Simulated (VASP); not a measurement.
A VASP 6.6.1 single-point calculation on BP

INCAR

```
LASPH = .TRUE.
LWAVE = .FALSE.
ENCUT = 520
NSW = 0
NBANDS = 11
LCHARG = .FALSE.
LREAL = .FALSE.
SIGMA = 0.02
NELM = 120
ISMEAR = -1
ISIF = 2
IBRION = -1
PREC = Accurate
GGA = PE
EDIFF = 1E-7
```

KPOINTS

```
KPOINTS created by Atomic Simulation Environment
0
Monkhorst-Pack
10 10 10
0 0 0
```

POSCAR

```
B  P
 1.0000000000000000
     0.0000000000000000    2.3590482957000001    2.3590482957000001
     2.3590482957000001    0.0000000000000000    2.3590482957000001
     2.3590482957000001    2.3590482957000001    0.0000000000000000
 B   P
   1   1
Cartesian
  0.0000000000000000  0.0000000000000000  0.0000000000000000
  1.1795241478499998  1.1795241478499998  1.1795241478499998
```

The recommended PBE PAW datasets give the neutral cell 8 valence electrons.

Command

```
mpirun -np 1 vasp_std
```

Question: Predict the outcome of this run.

Answer: It converged. Results: gap between bands v and c on the k mesh 1.60 eV; least direct gap on the k mesh 3.42 eV; pressure -14.5 GPa. Band v is the last that the valence electrons fill when counted band by band, and c is the next.

OSZICAR

```
N       E                     dE             d eps       ncg     rms          rms(c)
DAV:   1     0.882302085208E+01    0.88230E+01   -0.37960E+03  2428   0.642E+02
DAV:   2    -0.126507496058E+02   -0.21474E+02   -0.20542E+02  3203   0.105E+02
DAV:   3    -0.132765387013E+02   -0.62579E+00   -0.62438E+00  3064   0.158E+01
DAV:   4    -0.132792536612E+02   -0.27150E-02   -0.27147E-02  2731   0.123E+00
DAV:   5    -0.132792709918E+02   -0.17331E-04   -0.17331E-04  3045   0.980E-02    0.607E+00
DAV:   6    -0.128604831433E+02    0.41879E+00   -0.10734E+00  2726   0.417E+00    0.330E+00
DAV:   7    -0.128007916929E+02    0.59691E-01   -0.13849E-01  3018   0.188E+00    0.119E+00
DAV:   8    -0.127944644816E+02    0.63272E-02   -0.21830E-02  2848   0.817E-01    0.150E-01
DAV:   9    -0.127948118634E+02   -0.34738E-03   -0.74545E-04  2839   0.171E-01    0.804E-02
DAV:  10    -0.127950111899E+02   -0.19933E-03   -0.24723E-04  2726   0.977E-02    0.251E-02
DAV:  11    -0.127950224190E+02   -0.11229E-04   -0.11319E-05  3146   0.225E-02    0.237E-02
DAV:  12    -0.127950236124E+02   -0.11934E-05   -0.39170E-06  2741   0.990E-03    0.776E-03
DAV:  13    -0.127950235164E+02    0.95975E-07   -0.83868E-08  2292   0.199E-03
   1 F= -.12795024E+02 E0= -.12795024E+02  d E =-.455767E-11
```

Standard output (part)

```
POSCAR found type information on POSCAR B P
 POSCAR found :  2 types and       2 ions
 LDA part: xc-table for (Slater+PW92), standard interpolation
 POSCAR, INCAR and KPOINTS ok, starting setup
 WAVECAR not read
 entering main loop
```

The shifted mesh misses Γ, so a band edge there is missed.

For comparison, a separate PBE run of the intended cell, on usual settings and not on those above, gives a gap of 1.39 eV on its mesh and a pressure of -14.5 GPa.
